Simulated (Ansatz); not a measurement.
# From the elastic tensor of InP to moduli and sound speeds

The calculation used DFT PBEsol, scalar-relativistic, plane waves, PAW (Ansatz 0.2.0). Plane waves to 420 eV; Γ-centred k mesh 10×10×10; fixed occupations. No spin polarisation.

The structure is cubic, space group F-43m (No. 216). The conventional cell has a = 5.878 Å, b = 5.878 Å, c = 5.878 Å, α = 90.00°, β = 90.00°, γ = 90.00°. Around In (site symmetry -43m) lie 4 P at 2.55 Å. Around P (site symmetry -43m) lie 4 In at 2.55 Å.

Relaxed-ion constants (GPa, on the Cartesian axes of the calculation):
```
94.8 52.9 52.9  0.0  0.0  0.0
52.9 94.8 52.9  0.0  0.0  0.0
52.9 52.9 94.8  0.0  0.0  0.0
 0.0  0.0  0.0 43.2  0.0  0.0
 0.0  0.0  0.0  0.0 43.2  0.0
 0.0  0.0  0.0  0.0  0.0 43.2
```

Density 4.768 g/cm³; 2 atoms in 50.78 Å³.

The values that follow are for a polycrystal of randomly turned grains, by Hill's mean where one number stands.

With S = C⁻¹: B_V = (C11+C22+C33+2(C12+C13+C23))/9, G_V = (C11+C22+C33−C12−C13−C23+3(C44+C55+C66))/15, 1/B_R = S11+S22+S33+2(S12+S13+S23), 15/G_R = 4(S11+S22+S33−S12−S13−S23)+3(S44+S55+S66); Hill is their mean. Then v_l = √((B+4G/3)/ρ), v_t = √(G/ρ), v_m = [(2/v_t³+1/v_l³)/3]^(−1/3) and Θ = (ħ/k_B)·v_m·(6π²n/V)^(1/3) for n atoms in the volume V; E = 9BG/(3B+G), ν = (3B−2G)/(2(3B+G)) and A^U = 5G_V/G_R + B_V/B_R − 6.

- Bulk modulus, Voigt / Reuss / Hill: 66.8 / 66.8 / 66.8 GPa
- Shear modulus, Voigt / Reuss / Hill: 34.3 / 30.3 / 32.3 GPa
- Young's modulus: 83 GPa
- Poisson ratio: 0.292
- Pugh ratio B/G: 2.07
- Universal anisotropy index: 0.66
- Longitudinal and transverse sound speeds: 4801 and 2602 m/s
- Debye temperature from the mean sound speed: 294 K

Cost: 1 run of about 2 core-minutes, on Arm Neoverse V2 (shared hosts).

InP resists compression much more than shear, and its shear response is clearly anisotropic: C44, at 43.2 GPa, is about twice half the difference between C11 and C12. In the tetrahedral network, the tetragonal shear is opposed mainly by bond-angle bending, whereas the shear governed by C44 also stretches bonds, even after the sublattices relax against each other. Young's modulus is therefore largest along the ⟨111⟩ bond directions and smallest along ⟨100⟩. The equal Voigt and Reuss bulk moduli follow from cubic symmetry and don't indicate elastic isotropy.

The Pugh ratio of 2.07 would conventionally suggest ductility, yet InP is brittle at room temperature. The criterion is an empirical one drawn largely from metals and misses the high lattice resistance to dislocation glide set by directional, partly ionic bonds. Likewise, C12 exceeding C44 is no sign of metallic bonding here. The constants satisfy the cubic Born criteria, so the crystal is stable against small homogeneous strains, but this doesn't establish dynamical stability at finite wavevectors.
